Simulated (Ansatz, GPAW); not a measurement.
This is a calculation of CdS (Greenockite) for Ansatz 0.2.0. 

Contents of input.yaml:

```yaml
crystal:
  lattice:
    - [4.15, 0.0, 0.0]
    - [-2.075, 3.5940054257, 0.0]
    - [0.0, 0.0, 6.737]
  atoms:
    - { symbol: Cd, position: [0.6666666667, 0.3333333333, 0.5] }
    - { symbol: Cd, position: [0.3333333333, 0.6666666667, 0.0] }
    - { symbol: S, position: [0.6666666667, 0.3333333333, 0.875] }
    - { symbol: S, position: [0.3333333333, 0.6666666667, 0.375] }
hamiltonian:
  xc: pbesol
  pseudopotentials: { kind: paw }
kpoints:
  mp_grid: { grid: [7, 7, 4] }
scf:
  occupations: { method: fermi_dirac, width: 0.05 }
output:
  forces: true
  stress: true
  eigenvalues: true
```

Potentials or basis: Ansatz PAW.

Command:

```bash
$ ansatz run input.yaml --threads 1 --pin off --max-ram 3584MiB --backend cpu --events-out ev --progress --plain --runs-dir out
```

Task: Translate it to GPAW 26.7.0 (ASE script). Potentials or basis there: PAW data sets generated for this functional, cutoff 600 eV.

Result: As run (cutoffs and basis follow the program's own potentials, and thresholds, step limits or extra output files can differ):

File run.py:

```python
from ase import Atoms
from ase.dft.bandgap import bandgap
from ase.io import write
from ase.units import GPa
from gpaw import GPAW, PW, setup_paths

setup_paths.insert(0, '.')

atoms = Atoms(['Cd', 'Cd', 'S', 'S'],
              cell=[[4.15, 0.0, 0.0],
                    [-2.075, 3.5940054257, 0.0],
                    [0.0, 0.0, 6.737]],
              scaled_positions=[[0.6666666667, 0.3333333333, 0.5],
                                [0.3333333333, 0.6666666667, 0.0],
                                [0.6666666667, 0.3333333333, 0.875],
                                [0.3333333333, 0.6666666667, 0.375]],
              pbc=True)

calc = GPAW(mode=PW(600),
            xc='PBEsol',
            kpts={'size': (7, 7, 4), 'gamma': True},
            occupations={'name': 'fermi-dirac', 'width': 0.05},
            nbands=31,
            convergence={'density': 1e-05, 'energy': 1e-05},
            maxiter=150,
            txt='gpaw.txt')
atoms.calc = calc
energy = atoms.get_potential_energy()
forces = atoms.get_forces()
stress = atoms.get_stress()
calc.write('gs.gpw')
write('result.traj', atoms)
print(f'Energy: {energy:.6f} eV')
print('Forces (eV/A):')
print(forces.round(4))
print('Stress (GPa):', (stress / GPa).round(3))
print('Fermi level:', round(calc.get_fermi_level(), 4), 'eV')
print(f'Gap: {bandgap(calc)[0]:.4f} eV, direct: {bandgap(calc, direct=True)[0]:.4f} eV')
```

Potentials or basis: PAW data sets generated in the run's folder for this functional, pw.

Run with:

```bash
$ gpaw-setup -f PBEsol Cd S
$ OMP_NUM_THREADS=1 python run.py
```

Both were run:

|  | Ansatz | GPAW |
| --- | --- | --- |
| Pressure | -1.0 GPa | -1.2 GPa |
| Largest force | 0.065 eV/Å | 0.065 eV/Å |

Ansatz's pressure holds a Pulay term of +0.02 GPa for its cutoff of 420 eV, which the other run lacks.

The potentials hold 52 and 36 valence electrons a cell.

Ansatz's potentials were made for PBE.

Where Ansatz's input types no cutoff or centring, it takes its own default and a Γ-centred mesh.

Pressure is positive in compression.
